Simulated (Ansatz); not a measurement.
CuI (NiAs type) was relaxed with 4 functionals in the plane-wave code Ansatz, cell and atoms free, the symmetry of the start kept (meshes: PBE 6×6×4, r2SCAN 6×6×4, PBEsol 6×6×4, LDA 6×6×4). Note: simulated data, non-magnetic, for a generated structure that need not be the stable one.

The PBE result:
```cif
data_structure
_symmetry_space_group_name_H-M 'P6_3/mmc'
_symmetry_Int_Tables_number 194
_cell_length_a 4.2112
_cell_length_b 4.2112
_cell_length_c 6.2297
_cell_angle_alpha 90.000
_cell_angle_beta 90.000
_cell_angle_gamma 120.000
_cell_volume 95.68
loop_
_atom_site_label
_atom_site_type_symbol
_atom_site_symmetry_multiplicity
_atom_site_Wyckoff_symbol
_atom_site_fract_x
_atom_site_fract_y
_atom_site_fract_z
_atom_site_occupancy
Cu1 Cu 2 a 0.00000 0.00000 0.00000 1
I1 I 2 c 0.33333 0.66667 0.25000 1
```

Space group P6_3/mmc (No. 194), hexagonal; conventional cell a = 4.211 Å, c = 6.230 Å, 23.92 Å³ an atom. Cu is surrounded by 6 I at 2.89 Å; I is surrounded by 6 Cu at 2.89 Å.

Problem. Order the functionals by the relaxed volume, smallest first.
A. PBE
B. PBEsol
C. r2SCAN
D. LDA

Solution. D (21.42 Å³/atom), B (22.21 Å³/atom), C (23.60 Å³/atom), A (23.92 Å³/atom).

Problem. How does the cell change with LDA?

Solution. a = 4.060 Å, c = 6.002 Å; the volume differs by -10.5 % from PBE's. Around Cu lie 6 I at 2.78 Å; around I lie 6 Cu at 2.78 Å.

Problem. How does the cell change with r2SCAN?

Solution. a = 4.147 Å, c = 6.336 Å; the volume differs by -1.4 % from PBE's. Cu is surrounded by 6 I at 2.87 Å; I is surrounded by 6 Cu at 2.87 Å.

Problem. Held at the r2SCAN cell, what mean stress do LDA and PBE find, and does its sign point to their own minimum?

Solution. Yes. LDA -5.12 GPa, and its relaxed volume is -9.2 % from r2SCAN's; PBE +0.61 GPa, and its relaxed volume is +1.4 % from r2SCAN's. Compression counts positive, so a positive stress asks for a larger cell.
